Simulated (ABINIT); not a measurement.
An input for ABINIT 10.8.3 (CdS (Hawleyite)):

```
acell 3*1.0 Angstrom
rprim 
  0.000000000000 2.958200000000 2.958200000000
  2.958200000000 0.000000000000 2.958200000000
  2.958200000000 2.958200000000 -0.000000000000
ntypat 2
znucl 48 16
natom 2
typat 1 2
xred 
  0.000000000000 0.000000000000 0.000000000000
  0.250000000000 0.250000000000 0.250000000000
pp_dirpath "pseudos"
pseudos "Cd.upf, S.upf"
ecut 47
nspinor 2
iscf -2
irdden 1
kptopt 0
nkpt 26
kpt 
  0.00000000 0.00000000 0.00000000
  -0.12500000 -0.12500000 0.00000000
  -0.25000000 -0.25000000 0.00000000
  -0.37500000 -0.37500000 0.00000000
  -0.50000000 -0.50000000 0.00000000
  -0.46875000 -0.46875000 0.06250000
  -0.43750000 -0.43750000 0.12500000
  -0.40625000 -0.40625000 0.18750000
  -0.37500000 -0.37500000 0.25000000
  -0.37500000 0.00000000 0.37500000
  -0.28125000 0.00000000 0.28125000
  -0.18750000 0.00000000 0.18750000
  -0.09375000 0.00000000 0.09375000
  0.00000000 0.00000000 0.00000000
  0.00000000 0.00000000 0.12500000
  0.00000000 0.00000000 0.25000000
  0.00000000 0.00000000 0.37500000
  -0.00000000 -0.00000000 0.50000000
  -0.12500000 -0.06250000 0.43750000
  -0.25000000 -0.12500000 0.37500000
  -0.37500000 -0.18750000 0.31250000
  -0.50000000 -0.25000000 0.25000000
  -0.50000000 -0.31250000 0.18750000
  -0.50000000 -0.37500000 0.12500000
  -0.50000000 -0.43750000 0.06250000
  -0.50000000 -0.50000000 0.00000000
istwfk *1
nband 42
nbdbuf 6
tolwfr 1e-08
nstep 40
prtwf 0
prtvol 0
indata_prefix "in"
outdata_prefix "out"
tmpdata_prefix "tmp"
```

```sh
OMP_NUM_THREADS=1 mpirun -n 4 abinit run.abi > log
```

Estimate wall time and host memory on 4 MPI ranks of Arm Neoverse V1, shared host.

It took 98 s; on shared hardware allow 49 s to 3.3 min. Peak host memory was 0.47 GiB.

[Paths, hosts, dates, memory and timing lines, banners, echoed tables and standing remarks are left out of the program output.]

[Logs are printed without paths, hosts, clocks, repeated set-up lines and the standing remarks that a program may print on its own settings, such as how far it seeks lower states.]

[Runs of the session that timed out or met a known fault of the program may be left out.]

[Hosts, paths, dates, database ids (printed as entryN), source tags and the programs' standing remarks are cut or masked in the printed files.]

[G0W0 gaps are taken among the corrected bands and points alone; a level outside them can change the order at an edge.]

[Where Ansatz stands beside ABINIT at settings called matched, ABINIT's density can come from a denser mesh and the files from another edition; pairs whose starting gaps differed by over 0.03 eV were left out, so agreement reads better than it is.]
